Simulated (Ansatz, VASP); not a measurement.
Given: the input of a run of Ansatz 0.2.0 on BiTe.

The input input.yaml:

```yaml
crystal:
  lattice:
    - [0.0, 3.235, 3.1056]
    - [3.235, 0.0, 3.1056]
    - [3.235, 3.235, 0.0]
  atoms:
    - { symbol: Bi, position: [0.0, 0.0, 0.0] }
    - { symbol: Te, position: [0.5, 0.5, 0.5] }
hamiltonian:
  xc: pbe
  pseudopotentials: { kind: paw }
kpoints:
  mp_grid: { grid: [7, 7, 7] }
scf:
  occupations: { method: fermi_dirac, width: 0.05 }
output:
  forces: true
  stress: true
  eigenvalues: true
```

Potentials or basis: Ansatz PAW.

Command:

```sh
$ ansatz run input.yaml --threads 2 --pin off --max-ram 5632MiB --backend cpu --events-out ev --progress --plain --runs-dir out
```

Problem. Translate it to VASP 6.6.1. Potentials there: VASP PAW PBE potentials, release 64 (Bi_d, Te).

Solution. As run (the cutoff follows the program's own potentials):

INCAR

```
PREC     = Accurate       # precision mode
ENCUT    = 520            # plane-wave cutoff, eV
EDIFF    = 1E-6           # SCF threshold, eV
ISMEAR   = -1             # smearing method
SIGMA    = 0.05           # smearing width, eV
LREAL    = F              # projectors in reciprocal space
LASPH    = T              # aspherical terms in the spheres
NELM     = 100            # most SCF steps
ALGO     = Normal         # electronic algorithm
ISIF     = 2              # what is computed and relaxed
LWAVE    = F              # write WAVECAR
LCHARG   = F              # write CHGCAR
GGA      = PE             # functional
NBANDS   = 18             # bands
```

Contents of KPOINTS:

```
Automatic mesh
0
Gamma
  7 7 7
```

POSCAR

```
BiTe
1.0
    0.0000000000      3.2350000000      3.1056000000
    3.2350000000      0.0000000000      3.1056000000
    3.2350000000      3.2350000000      0.0000000000
Bi Te
1 1
Direct
    0.0000000000      0.0000000000      0.0000000000
    0.5000000000      0.5000000000      0.5000000000
```

Potentials or basis: VASP PAW PBE potentials, release 64 (Bi_d, Te).

The run is started by

```console
$ cat potpaw_PBE.64/Bi_d/POTCAR potpaw_PBE.64/Te/POTCAR > POTCAR
$ mpirun -np 1 vasp_std > vasp.out
```

Both were run:

|  | VASP | Ansatz | Ansatz less VASP |
| --- | --- | --- | --- |
| gap on the k mesh at the Fermi level (eV) | none | none | - |
| pressure (GPa) | 3.2 | 3.2 | +0.05 |
| largest component of the traceless stress (GPa) | 2.46 | 2.47 | +0.010 |

A gap of «none» marks a metal or a gap that the smearing closes. The two sets of potentials don't hold the same shells in valence.

Caveats: spin-orbit coupling is left out, which moves the levels of the heavy elements.
